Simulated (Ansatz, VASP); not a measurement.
This is a calculation of InAs for VASP 6.6.1.

INCAR

```
SYSTEM = InAs
PREC = Accurate ; ENCUT = 520
EDIFF = 1E-6 ; ISMEAR = -1
SIGMA = 0.05 ; LREAL = .False.
LASPH = .True. ; NELM = 60
ALGO = Normal ; ISIF = 2
LWAVE = .False. ; LCHARG = .False.
GGA = PS ; NBANDS = 16
```

KPOINTS

```
Automatic mesh
0
Gamma
  8 8 8
  0 0 0
```

POSCAR

```
InAs
1.0
    0.0000000000      3.0379873375      3.0379873375
    3.0379873375      0.0000000000      3.0379873375
    3.0379873375      3.0379873375      0.0000000000
In As
1 1
Direct
    0.0000000000      0.0000000000      0.0000000000
    0.7500000000      0.7500000000      0.7500000000
```

Potentials or basis: VASP PAW PBE potentials, release 64 (In_d, As).

Launch:

```sh
$ cat potpaw_PBE.64/In_d/POTCAR potpaw_PBE.64/As/POTCAR > POTCAR
$ mpirun -np 1 vasp_std > vasp.out
```

**Question.** Translate it to Ansatz 0.2.0. Potentials there: Ansatz PAW.

**Answer.** As run (the cutoff follows the program's own potentials):

The input input.yaml:

```yaml
crystal:
  lattice:
    - [0.0, 3.0379873375, 3.0379873375]
    - [3.0379873375, 0.0, 3.0379873375]
    - [3.0379873375, 3.0379873375, 0.0]
  atoms:
    - { symbol: In, position: [0.0, 0.0, 0.0] }
    - { symbol: As, position: [0.75, 0.75, 0.75] }
hamiltonian:
  xc: pbesol
  pseudopotentials: { kind: paw }
kpoints:
  mp_grid: { grid: [8, 8, 8] }
scf:
  occupations: { method: fermi_dirac, width: 0.05 }
output:
  forces: true
  stress: true
  eigenvalues: true
```

Potentials or basis: Ansatz PAW.

Command:

```sh
$ ansatz run input.yaml --threads 1 --pin off --max-ram 3584MiB --backend cpu --events-out ev --progress --plain --runs-dir out
```

Both were run:

|  | VASP | Ansatz | Ansatz less VASP |
| --- | --- | --- | --- |
| gap on the k mesh at the Fermi level (eV) | none | none | - |
| pressure (GPa) | 0.4 | 0.3 | -0.09 |

A gap of «none» marks a metal or a gap that the smearing closes. The two sets of potentials don't hold the same shells in valence.

Caveats: the PAW data sets were made with another functional, which shifts forces and pressure a little (VASP); this crystal is a semiconductor, whose small gap the functional closes, so the metal is an error of the method (VASP); the PAW data sets come from PBE, with cores solved anew for the run's functional, which leaves a small shift of forces and pressure (Ansatz).
